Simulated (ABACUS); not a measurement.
Here is an ABACUS 3.10.1 calculation.

Contents of INPUT:

```
INPUT_PARAMETERS
suffix              CsI
calculation         scf
basis_type          lcao
pseudo_dir          ./
orbital_dir         ./
symmetry            1
dft_functional      pbe
ecutwfc             100
pseudo_rcut         7
nspin               1
nbands              18
ks_solver           genelpa
smearing_method     fd
smearing_sigma      0.00367493
scf_thr             1e-07
scf_nmax            100
mixing_type         broyden
mixing_beta         0.7
cal_force           1
cal_stress          1
out_mul             1
out_chg             1
out_pot             2
out_elf             1
```

File STRU:

```
ATOMIC_SPECIES
Cs 132.9055 Cs.upf
I 126.9045 I.upf

NUMERICAL_ORBITAL
Cs_confined-atom_10au_3s2p2d.orb
I_confined-atom_8au_2s2p1d.orb

LATTICE_CONSTANT
8.6298122933

LATTICE_VECTORS
1.0000000000 0.0000000000 0.0000000000
0.0000000000 1.0000000000 0.0000000000
0.0000000000 0.0000000000 1.0000000000

ATOMIC_POSITIONS
Cartesian

Cs
0.0
1
0.0000000000 0.0000000000 0.0000000000 1 1 1

I
0.0
1
0.5000000000 0.5000000000 0.5000000000 1 1 1
```

The input KPT:

```
K_POINTS
0
Gamma
4 4 4 0 0 0
```

Potentials or basis: PseudoDojo NC FR 0.4 PBE standard, DZP LCAO (the cutoffs set its grid).

The run is started by

```bash
$ OMP_NUM_THREADS=1 mpirun -np 4 abacus > log
```

Problem. Predict the band gap on the k mesh.

Solution. 3.94 eV, indirect (least direct gap 4.03 eV).

Problem. What does it give for the Mulliken charges?

Solution. Cs +0.69; I -0.69 e.

Problem. Estimate the pressure.

Solution. 0.9 GPa.

Caveat: the atomic orbitals were generated for these runs and aren't a published set; spin-orbit coupling is left out, which moves the levels of the heavy elements; the basis of atomic orbitals isn't converged, which shifts pressures, moduli and gaps. As with any semilocal functional, this PBE gap is likely too small.
